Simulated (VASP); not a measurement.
The system is HfO2.

```
Hf O
1.0
     0.00000    2.55750    2.55750
     2.55750    0.00000    2.55750
     2.55750    2.55750    0.00000
Hf O
1 2
Direct
  0.00000 0.00000 0.00000
  0.75000 0.75000 0.75000
  0.25000 0.25000 0.25000
```

Measurements of this composition are mostly on another form, of space group No. 14.

Base run:

* Program: VASP 6.6.1
* Functional: r2SCAN-EpsX
* Potentials or basis: VASP PAW PBE potentials, release 64 (Hf_pv, O)
* Cutoff: 520 eV
* k mesh: 6 × 6 × 6
* Occupations: gaussian, width 0.02 eV
* Spin: no spin polarisation

Its results: band gap on the k mesh 5.82 eV, direct; pressure -15.5 GPa.

Question: After a change of settings the same cell gave: band gap on the k mesh 5.28 eV, direct; pressure -13.3 GPa. Which change was it?
A. functional from r2SCAN-EpsX to PBE0
B. functional from r2SCAN-EpsX to HSE03
C. functional from r2SCAN-EpsX to HSE06

Answer: C.

Caveats: spin-orbit coupling is left out, which moves the levels of the heavy elements; so large a pressure means that the cell lies far from this level's equilibrium, or that cutoff or potentials fall short (some runs); the potentials were made for another functional, which shifts forces and pressure (some runs); the PAW data sets were made with another functional, which shifts forces and pressure a little (some runs).
